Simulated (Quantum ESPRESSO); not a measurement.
Cr, 1 atom in the cell. The typed cell holds 1 atom: a = 2.527 Å, b = 2.633 Å, c = 2.538 Å, α = 108.65°, β = 108.61°, γ = 110.61°.  The cell isn't the ideal one: cell strained at random at fixed volume.

```yaml
Program: Quantum ESPRESSO 7.5
Task: single point
Functional: PBEsol
Potentials_or_basis: GBRV 1.5 PBEsol
Cutoff: 612 eV
Density_cutoff: 4898 eV
k_mesh: 12 × 12 × 12
Occupations: fermi-dirac, width 0.05 eV
Spin: collinear spin, ferromagnetic start
Starting_moments: "[3.0] μB"
Mixing_beta: 0.3
Most_SCF_iterations: 120
SCF_threshold: 2e-10 Ry
```

Potentials or basis: GBRV 1.5 PBEsol.

The run is started by

```bash
$ OMP_NUM_THREADS=1 mpirun -n 2 pw.x -nk 2 -in pw.in > pw.out
```

Hardware: 2 MPI ranks on Arm Neoverse V2, with other jobs on the host.

Task: Estimate the wall time of this run.

Result: Run time: 2.4 min on 2 MPI ranks on Arm Neoverse V2 (shared host), peak memory 0.32 GiB a rank. Counts: scf iterations 16, k pools 2, bands 16, k points 868, g dense 10169.
